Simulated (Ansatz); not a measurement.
(110) slab of 4 planes, 5.8 Å thick with 15 Å of vacuum as cut, in a 2×1 surface cell; outer planes Si (top) and Si (bottom), cut from Si, relaxed from the bulk's places with the lower part held:

```xyz
16
Lattice="7.6834 0.0000 0.0000 0.0000 5.4330 0.0000 0.0000 0.0000 20.7626" Properties=species:S:1:pos:R:3 pbc="T T T"
Si    1.9209    0.0000    7.5000
Si    5.7626    0.0000    7.5000
Si    3.8417    1.3583    7.5000
Si    0.0000    1.3583    7.5000
Si    3.8417    2.7165    9.4209
Si    0.0000    2.7165    9.4209
Si    5.7626    4.0748    9.4209
Si    1.9209    4.0748    9.4209
Si    5.7626    0.0303   11.3380
Si    1.9209    0.0303   11.3380
Si    0.0000    1.3280   11.3380
Si    3.8417    1.3280   11.3380
Si    0.0000    2.7787   13.1121
Si    3.8417    2.7787   13.1121
Si    1.9209    4.0126   13.1121
Si    5.7626    4.0126   13.1121
```

All numbers below come from Ansatz 0.2.0, DFT PBEsol, scalar-relativistic, plane waves, PAW. Cutoff 420 eV; k points 5×7×1 on the computed 16-atom cell (Γ-centred); Gaussian smearing, width 0.05 eV; no spin polarisation. A dipole correction removes the field between periodic images along c.

Question: Its upper atoms are moved at random (σ = 0.25 Å) and relaxed again, 2 time(s). Does the surface find a lower structure?

Answer: Yes: the energy falls by 0.46 eV a cell (0.18 J/m² of the upper face), and the slab's gap goes from none (metal or semimetal) to none (metal or semimetal). Lower structure:

```
Si
1.0
     7.68343    0.00000    0.00000
     0.00000    5.43301    0.00000
     0.00000    0.00000   20.76258
Si
16
Direct
  0.25000 0.00000 0.36123
  0.75000 0.00000 0.36123
  0.50000 0.25000 0.36123
  0.00000 0.25000 0.36123
  0.50000 0.50000 0.45374
  0.00000 0.50000 0.45374
  0.75000 0.75000 0.45374
  0.25000 0.75000 0.45374
  0.75002 0.01620 0.54342
  0.25025 0.01587 0.54351
  0.00016 0.26028 0.55027
  0.50006 0.26102 0.55026
  0.99937 0.47969 0.64797
  0.49958 0.47910 0.64830
  0.24973 0.67587 0.60990
  0.74912 0.67619 0.60980
```

Cost: 3 runs of about 20 core-minutes in all, on Intel Xeon 6975P-C (Granite Rapids) (shared hosts).